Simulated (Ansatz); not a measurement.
# NaCl (Fm-3m) in Ansatz: notebook

The runs below take NaCl through single point, with HSE06 form with a typed share of exact exchange.

Everything below comes from runs of Ansatz 0.2.0. Logs are shortened: lines on timing, memory, paths and dates and some standing lists are left out, and cuts for length are marked.

### Step 1. The crystal as given

It takes space group Fm-3m (No. 225, cubic). Conventional cell: a = 5.588 Å, b = 5.588 Å, c = 5.588 Å, α = 90.00°, β = 90.00°, γ = 90.00°. Around Cl (site symmetry m-3m) lie 6 Na at 2.79 Å. Na (site symmetry m-3m) has 6 Cl at 2.79 Å as nearest neighbours.

The cell is a database's computed one.

### Step 2. Single point, HSE06 form with a typed share of exact exchange

Contents of input.yaml:

```yaml
crystal:
  lattice:
    - [0.0, 2.7940632177, 2.7940632177]
    - [2.7940632177, 0.0, 2.7940632177]
    - [2.7940632177, 2.7940632177, 0.0]
  atoms:
    - { symbol: Cl, position: [0.5, 0.5, 0.5] }
    - { symbol: Na, position: [0.0, 0.0, 0.0] }
hamiltonian:
  xc: { exchange: pbe, correlation: pbe, exx: { coeff: 0.05, omega: 0.2 } }
  pseudopotentials: { kind: paw }
kpoints:
  mp_grid: { grid: [4, 4, 4] }
scf:
  occupations: { method: fermi_dirac, width: 0.05 }
output:
  forces: true
  stress: true
  eigenvalues: true
```

Potentials or basis: Ansatz PAW.

Command:

```console
$ ansatz run input.yaml --threads 2 --pin off --max-ram 5632MiB --backend cpu --events-out ev --progress --plain --runs-dir out
```

The program printed:

```text
Warning: output.stress: scf.convergence.dr2_threshold = 1e-7 eV (the SCF's general default) is looser than the 2e-10 eV advised for a printed stress (1e-10 eV for each atom of the cell: 2). What an SCF threshold leaves in a stress goes as its square root, and in the free energy as the threshold itself, and one threshold admits the most on a small cell: of the crystals measured, under no hybrid functional and no lock of the moments, on runs that ended without the residual-converged pass, on stresses that held no estimate of that error, the worst erred by over 100 MPa in a component at 1e-7 eV an atom and by under 5 at 1e-10. Set scf.convergence.dr2_threshold to 2e-10 eV or tighter. The threshold is an SCF's pass mark: one that does not reach it within its budget of iterations ends unconverged, or closes short of it on a stop that the run arms, and scf.convergence.dr2_threshold's page says what that costs each kind of run
Warning: output.stress: scf.exx.energy_threshold = 1e-6 eV is looser than the 2e-8 eV advised for a stress under a hybrid functional (1e-8 eV for each atom of the cell: 2). Every SCF of the exchange loop can meet its threshold on dr2 while the loop round them stops early: no threshold on dr2 bounds what that leaves in the stress. Set scf.exx.energy_threshold to 2e-8 eV or tighter. The threshold is the loop's pass mark: a loop that does not reach it within its budget of cycles ends unconverged, and scf.exx.energy_threshold's page has the law
Warning: RAYON_NUM_THREADS=2 ignored (pool sized by the plan → 2); use --threads N
Engine: ansatz 0.2.0, aarch64-unknown-linux-gnu
Pseudopotentials: kind: paw
Pseudopotential: Cl, paw, valence charge 7, recommended cutoff 420 eV (normal), Cl.paw.azcp
Pseudopotential: Na, paw, valence charge 9, recommended cutoff 420 eV (normal), Na.paw.azcp
Functional definition: unnamed
  parameter a_1 = 0.05
  parameter omega_1 = 0.2/angstrom
  exchange = pbe_x + (-a_1)*pbe_x_sr(omega_1) + a_1*exact_x_sr(omega_1)
  correlation = pbe_c
Crystal: 2 atoms, lattice volume = 43.625 Å³
Basis set: ecut = 420 eV, 869 PW (Γ), exchange–correlation on 54×54×54 points (8 copies of the dense FFT grid, shifted against one another)
Bands: 12, of which v1, the nominal top of the filled ones, is band 8 counted from 1 (7 counted from 0)
Symmetry: 48 space group operations
Space group: Fm-3m (ITA 225), of the structure as read, at distance tolerance 3.5e-5 Å
k-points: 8 of 64
Non-local potential: Cl, projectors of the file, l = 0: 2, l = 1: 2, l = 2: 2
Non-local potential: Na, projectors of the file, l = 0: 3, l = 1: 2, l = 2: 1
PAW form: soft (Blöchl's): semilocal exchange-correlation on the pseudo side does not see the compensation charge
PAW frozen core: Cl, regenerated for the run's functional, and the local potential with it (the file was generated under x = pbe(κ = 0.804, μ = 0.2195149727645171), c = pbe(β = 0.06672455060314922))
PAW frozen core: Na, regenerated for the run's functional, and the local potential with it (the file was generated under x = pbe(κ = 0.804, μ = 0.2195149727645171), c = pbe(β = 0.06672455060314922))
PAW one-centre angular grid: Cl, 110 points (default); XC on 64 Gauss nodes
PAW one-centre angular grid: Na, 110 points (default); XC on 96 Gauss nodes
Initial density: superposition of atomic densities (neutral atoms: chi_scale 0, normalization atom), corrected by the library's trained network
Initial wavefunctions: pseudopotential atomic-orbital guess
Functional: x = pbe(κ = 0.804, μ = 0.2195149727645171), c = pbe(β = 0.06672455060314922), warm-up for x = pbe(κ = 0.804, μ = 0.2195149727645171) + 0.05 (exact − pbe) at short range (hse, ω = 0.2 Å⁻¹), c = pbe(β = 0.06672455060314922)
SCF iter   1: F=—  HF=-2569.541032 eV  |F-HF|=—  |Δ(HF+E_count)|=         —  Δρ=2.10e-4  dr2=1.91e-5  ethr=1.77e-3  ⟨swp⟩=2.0  Hψ=650  notcnv=0
preconditioner: auto → none  [insulator: Δε(μ)=5.213 eV  Ē_g=21.026 eV  σ=0.050 eV  W_gap=1.00  n_scr=14 (ndim 8)  ℏωp=21.0 eV  f_vac=0.027  D(μ)=0.00/eV (n_scr^D=0)]
iter 2 solved again at ethr=3.52e-9 eV; its pass at ethr=1.19e-7 eV (dr2=5.64e-7 eV) is discarded
SCF iter   2: F=-2569.540990 eV  HF=-2569.540994 eV  |F-HF|=4.01e-6  |Δ(HF+E_count)|=   3.81e-5  Δρ=6.76e-5  dr2=5.54e-7  ethr=3.52e-9  ⟨swp⟩=2.6  Hψ=393  notcnv=0
SCF 1 stopped early in 2 iterations: F = -2569.540990 eV  dr2 = 5.54e-7
Initial density: handed on by an earlier stage of this run
Initial wavefunctions: those handed on with the density
Functional: x = pbe(κ = 0.804, μ = 0.2195149727645171) + 0.05 (exact − pbe) at short range (hse, ω = 0.2 Å⁻¹), c = pbe(β = 0.06672455060314922)
Exchange kernel: α = 0.0500, screened, ω = 0.2000 Å⁻¹, Wigner–Seitz truncation, v(0) = 1100.4516 eV·Å³, q-mesh 4×4×4, nearest image of the exchange supercell L = 15.81 Å, pair-density grid 15×15×15, without the augmentation charges, whose exchange is taken in its separable form by FFT convolution over the k-point mesh (sized by the pseudopotential files, 24×24×24 at the most), smooth part of the exact exchange by density-matrix convolution
Frozen-core exchange: fock
SCF iter   1: F=—  HF=-2569.728472 eV  |F-HF|=—  |Δ(HF+E_count)|=         —  Δρ=1.09e-3  dr2=2.76e-4  ethr=3.46e-8  ⟨swp⟩=9.1  Hψ=478  notcnv=0
preconditioner: auto → none  [insulator: Δε(μ)=5.491 eV  Ē_g=21.557 eV  σ=0.050 eV  W_gap=1.00  n_scr=14 (ndim 8)  ℏωp=21.0 eV  f_vac=0.027  D(μ)=0.00/eV (n_scr^D=0)]
SCF iter   2: F=—  HF=-2569.728340 eV  |F-HF|=—  |Δ(HF+E_count)|=   1.32e-4  Δρ=2.98e-4  dr2=2.26e-5  ethr=3.46e-8  ⟨swp⟩=4.0  Hψ=256  notcnv=0
SCF iter   3: F=—  HF=-2569.728353 eV  |F-HF|=—  |Δ(HF+E_count)|=   1.28e-5  Δρ=9.73e-5  dr2=2.55e-6  ethr=3.46e-8  ⟨swp⟩=3.0  Hψ=192  notcnv=0
SCF iter   4: F=—  HF=-2569.728353 eV  |F-HF|=—  |Δ(HF+E_count)|=   3.27e-8  Δρ=3.21e-5  dr2=2.90e-7  ethr=1.58e-8  ⟨swp⟩=2.0  Hψ=160  notcnv=0
SCF iter   5: F=-2569.728353 eV  HF=-2569.728353 eV  |F-HF|=1.94e-7  |Δ(HF+E_count)|=   6.89e-8  Δρ=1.86e-6  dr2=1.46e-8  ethr=1.73e-9  ⟨swp⟩=2.1  Hψ=193  notcnv=0  defer=1
SCF 2 converged in 5 iterations: F = -2569.728353 eV  dr2 = 1.46e-8
hybrid outer 1: dexx = +1.535e-5 eV, tail = 1.30e-8 eV
Exchange kernel: α = 0.0500, screened, ω = 0.2000 Å⁻¹, Wigner–Seitz truncation, v(0) = 1100.4516 eV·Å³, q-mesh 4×4×4, nearest image of the exchange supercell L = 15.81 Å, pair-density grid 15×15×15, without the augmentation charges, whose exchange is taken in its separable form by FFT convolution over the k-point mesh (sized by the pseudopotential files, 24×24×24 at the most), smooth part of the exact exchange by density-matrix convolution
Frozen-core exchange: fock
SCF iter   1: F=—  HF=-2569.728352 eV  |F-HF|=—  |Δ(HF+E_count)|=         —  Δρ=3.25e-6  dr2=2.33e-9  ethr=8.33e-10  ⟨swp⟩=5.8  Hψ=268  notcnv=0
preconditioner: auto → none  [insulator: Δε(μ)=5.493 eV  Ē_g=21.542 eV  σ=0.050 eV  W_gap=1.00  n_scr=14 (ndim 8)  ℏωp=21.0 eV  f_vac=0.030  D(μ)=0.00/eV (n_scr^D=0)]
SCF iter   2: F=-2569.728352 eV  HF=-2569.728352 eV  |F-HF|=2.66e-10  |Δ(HF+E_count)|=  4.82e-11  Δρ=7.92e-7  dr2=9.30e-11  ethr=1.46e-11  ⟨swp⟩=3.0  Hψ=216  notcnv=0
SCF 3 converged in 2 iterations: F = -2569.728352 eV  dr2 = 9.30e-11
  Residual-converged pass: ⟨swp⟩=2.0  Hψ=140  notcnv=0  max |occ|·‖R‖ = 2.3e-6 eV (tolerance 2.4e-6 eV)  dr2=9.36e-11  dr2_onsite=1.07e-11  max |Δocc| = 0.0e0
hybrid outer 2: dexx = +2.871e-11 eV, tail = 2.07e-10 eV, Δε = 1.23e-4 eV (about 1.98e-5 eV left of the loop's levels)
hybrid SCF converged: 2 outer / 7 inner (+2 warm-up), last move |dexx| = 2.87e-11 eV, tail = 2.07e-10 eV
Stability not checked: this state was not tested for a lower state beside it, because the functional holds exact exchange (a hybrid, or Hartree-Fock), whose exchange loop this test does not read (fock_operator; see scf.lower_state_search)
Free energy (F): -2569.728352 eV
Frozen-core exchange: fock
Harris-Foulkes:  -2569.728352 eV  (|F-HF|=2.66e-10)
Internal energy: -2569.728352 eV  (E = F + TS)
E sigma→0 (E₀):  -2569.728352 eV
Fermi energy:    3.903418 eV
--- Per-component energies (eV) ---
  E_band       = -238.723348
  E_kinetic    = 283.480829
  E_local      = -1516.500960  (includes V_loc(G=0)·N_el)
  E_nonlocal   = 143.640036
  E_hartree    = 534.471309
  E_xc         = -141.407639
  E_vxc        = -166.505918  (∫ρ·V_xc dr)
  E_exx        = -11.715372  (= α·E_x^exact, valence–valence)
  E_paw        = -916.823660  (= ΣΔE_a)
  E_vpaw       = -28.349206  (= ΣTr[D̂ρ^β])
  E_aug_tail   = 0.000072  (compensation charges beyond the density's cutoff)
  E_ewald      = -944.843794
  E_core_change = -0.029173  (= ΣΔE_core)
  E_smearing   = -0.000000  (= −TS)
  E_closure    = -0.000000  (closes the sum)
  Σ components = -2569.728352   (vs F -2569.728352, Δ=-4.55e-13)
--- Forces (eV/Å), atoms counted from 1 ---
  atom   1  Cl     0.00000000    -0.00000000     0.00000000
  atom   2  Na     0.00000000    -0.00000000     0.00000000
  max |Σ_I F_I| component: 2.43e-29 eV/Å
--- Stress (GPa, compression-positive) ---
        1.445596      -0.000000       0.000000
       -0.000000       1.445596      -0.000000
        0.000000      -0.000000       1.445596
  P = ⅓ Tr σ = 1.4456 GPa (14.456 kbar)
--- Band table (eV; the first three rows and the last of 8) ---
  k-point 0: bands = ["-48.4863", "-20.0491", "-20.0491", "-20.0491", "-11.8378", "1.1224", "1.1224", "1.1224", "6.6158", "12.4888", "12.4888", "12.4888"]
  k-point 1: bands = ["-48.4858", "-20.0657", "-20.0502", "-20.0502", "-11.6590", "-0.0311", "0.9764", "0.9764", "8.1033", "11.4631", "12.7960", "12.7960"]
  k-point 2: bands = ["-48.4854", "-20.0821", "-20.0513", "-20.0513", "-11.4689", "-0.9105", "0.8391", "0.8391", "8.7034", "12.3115", "12.3881", "12.3881"]
  k-point 7: bands = ["-48.4851", "-20.0648", "-20.0648", "-20.0605", "-11.3988", "-0.1369", "-0.1369", "0.3246", "10.3445", "11.1593", "11.1593", "12.8927"]
```

Wall time 4.5 s (2 threads of Arm Neoverse V1, shared host); peak memory 0.51 GiB.

Results:

| Item | Value |
| --- | --- |
| Free energy | -2569.7284 eV |
| Pressure | 1.4 GPa |
| Band gap on the k mesh | 5.49 eV, direct |

Levels at points of the mesh, in eV from the valence-band top:
| k point | band 5 | band 6 | band 7 | band 8 | band 9 | band 10 | band 11 | band 12 |
| --- | --- | --- | --- | --- | --- | --- | --- | --- |
| (0.00, 0.00, 0.00) | -12.96 | 0.00 | 0.00 | 0.00 | 5.49 | 11.37 | 11.37 | 11.37 |
| (0.00, 0.00, -0.50) | -12.59 | -2.03 | -0.28 | -0.28 | 7.58 | 11.19 | 11.27 | 11.27 |
| (0.00, -0.50, -0.50) | -12.54 | -1.76 | -0.63 | -0.63 | 7.89 | 8.29 | 11.84 | 15.37 |

Caveat: the k mesh is coarse (spacing up to 0.49 Å⁻¹), so the values aren't converged, least of all with exact exchange; the PAW data sets come from PBE, with cores solved anew for the run's functional, which leaves a small shift of forces and pressure; the thresholds are loose for stress.

### Step 3. Single point, HSE06 form with a typed share of exact exchange

Changes to input.yaml since step 2:

```diff
@@ -9,3 +9,3 @@
 hamiltonian:
-  xc: { exchange: pbe, correlation: pbe, exx: { coeff: 0.05, omega: 0.2 } }
+  xc: { exchange: pbe, correlation: pbe, exx: { coeff: 0.1, omega: 0.2 } }
   pseudopotentials: { kind: paw }
@@ -19 +19,5 @@
   eigenvalues: true
+  write_density: true
+  write_potential: true
+  elf: true
+  volumetric_format: npy
```

Potentials or basis: Ansatz PAW.

Command:

```console
$ ansatz run input.yaml --threads 2 --pin off --max-ram 5632MiB --backend cpu --events-out ev --progress --plain --runs-dir out
```

Wall time 4.6 s (2 threads of Arm Neoverse V1, shared host); peak memory 0.51 GiB.

The run converged. Its results:

- Free energy: -2569.9174 eV
- Pressure: 1.3 GPa
- Band gap on the k mesh: 5.77 eV, direct

Levels at points of the mesh, in eV from the valence-band top:
| k point | band 5 | band 6 | band 7 | band 8 | band 9 | band 10 | band 11 | band 12 |
| --- | --- | --- | --- | --- | --- | --- | --- | --- |
| (0.00, 0.00, 0.00) | -13.20 | 0.00 | 0.00 | 0.00 | 5.77 | 11.68 | 11.68 | 11.68 |
| (0.00, 0.00, -0.50) | -12.83 | -2.06 | -0.29 | -0.29 | 7.86 | 11.52 | 11.58 | 11.58 |
| (0.00, -0.50, -0.50) | -12.77 | -1.79 | -0.64 | -0.64 | 8.19 | 8.57 | 12.16 | 15.72 |

Caveat: the k mesh is coarse (spacing up to 0.49 Å⁻¹), so the values aren't converged, least of all with exact exchange; the PAW data sets come from PBE, with cores solved anew for the run's functional, which leaves a small shift of forces and pressure; the thresholds are loose for stress.
